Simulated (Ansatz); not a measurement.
Molecular dynamics on a 2×2×2 supercell (16 atoms) of CuI (rocksalt), relaxed with r2SCAN. Forces come from r2SCAN in the plane-wave code Ansatz: Langevin thermostat and barostat (NPT), 300 K, steps of 1 fs. Spin polarisation is off, nuclei are classical, and the run is far too short for thermal averages. The structure comes from a prototype and may be hypothetical.

```yaml
crystal:
  lattice:
    - [0.0, 5.7122208074, 5.7122208074]
    - [5.7122208074, 0.0, 5.7122208074]
    - [5.7122208074, 5.7122208074, 0.0]
  atoms:
    - { symbol: Cu, position: [0.0, 0.0, 0.0] }
    - { symbol: I, position: [0.25, 0.25, 0.25] }
    - { symbol: Cu, position: [0.0, 0.0, 0.5] }
    - { symbol: I, position: [0.25, 0.25, 0.75] }
    - { symbol: Cu, position: [0.0, 0.5, 0.0] }
    - { symbol: I, position: [0.25, 0.75, 0.25] }
    - { symbol: Cu, position: [0.0, 0.5, 0.5] }
    - { symbol: I, position: [0.25, 0.75, 0.75] }
    - { symbol: Cu, position: [0.5, 0.0, 0.0] }
    - { symbol: I, position: [0.75, 0.25, 0.25] }
    - { symbol: Cu, position: [0.5, 0.0, 0.5] }
    - { symbol: I, position: [0.75, 0.25, 0.75] }
    - { symbol: Cu, position: [0.5, 0.5, 0.0] }
    - { symbol: I, position: [0.75, 0.75, 0.25] }
    - { symbol: Cu, position: [0.5, 0.5, 0.5] }
    - { symbol: I, position: [0.75, 0.75, 0.75] }
kpoints:
  mp_grid: { grid: [2, 2, 2] }
hamiltonian:
  xc: r2scan
scf:
  occupations: { method: fermi_dirac, width: 0.026 }
md:
  ensemble: npt_langevin
  temperature: 300
  timestep: 1.0
  n_steps: 20
  initial_velocities: maxwell_boltzmann
  seed: 8038
```

Run as `ansatz run input.yaml --threads 4 --pin off --max-ram 3686MiB --backend cpu --events-out ev --progress --plain --runs-dir out`. It ended after 7.6 min on 4 threads of Arm Neoverse N1, with other jobs on the host; peak host memory 2.9 GiB.

```tsv
step	t (fs)	T (K)	free energy F from step 0 (meV/atom)	kinetic energy (meV/atom)	pressure (GPa)	volume (Å³/atom)	largest force (eV/Å)
0	0	281	0.0	36.4	0.21	23.30	0.00
1	1	296	0.0	38.3	0.22	23.30	0.02
2	2	289	0.0	37.3	0.20	23.31	0.04
3	3	295	0.0	38.1	0.19	23.32	0.06
4	4	275	0.1	35.6	0.17	23.32	0.08
5	5	263	0.1	34.0	0.16	23.33	0.09
6	6	255	0.1	33.0	0.15	23.33	0.11
7	7	279	0.2	36.1	0.15	23.34	0.13
8	8	284	0.2	36.7	0.15	23.35	0.14
9	9	277	0.3	35.8	0.15	23.36	0.16
```

The temperature starts at 281 K, is lowest at step 6 (255 K, 6 fs) and ends at 277 K. The job's limit cut the run after 9 of 20 steps.

Positions (Å) and forces (eV/Å) at step 9:
```
cell (Å): 0.000 5.717 5.717; 5.717 0.000 5.717; 5.717 5.717 0.000
Cu  -0.013  -0.023   0.024     0.007   0.016  -0.024
I    2.866   2.865   2.850    -0.046   0.024   0.033
Cu   2.835   2.838   0.000     0.028   0.023   0.005
I    5.708   5.706   2.853     0.017  -0.039   0.003
Cu   2.836   0.013   2.843     0.013   0.001   0.033
I    5.717   2.880   5.725     0.018   0.000   0.079
Cu   5.701   2.855   2.866     0.002  -0.002  -0.015
I    8.588   5.708   5.719     0.041   0.030  -0.111
Cu  -0.009   2.839   2.827     0.005   0.021   0.038
I    2.866   5.704   5.733    -0.108   0.057  -0.013
Cu   2.840   5.735   2.867    -0.002  -0.019  -0.010
I    5.723   8.567   5.710    -0.005  -0.043  -0.155
Cu   2.875   2.873   5.740    -0.027  -0.029  -0.031
I    5.715   5.744   8.565     0.033   0.004   0.100
Cu   5.732   5.746   5.736    -0.004  -0.021  -0.008
I    8.567   8.570   8.564     0.028  -0.023   0.076
```
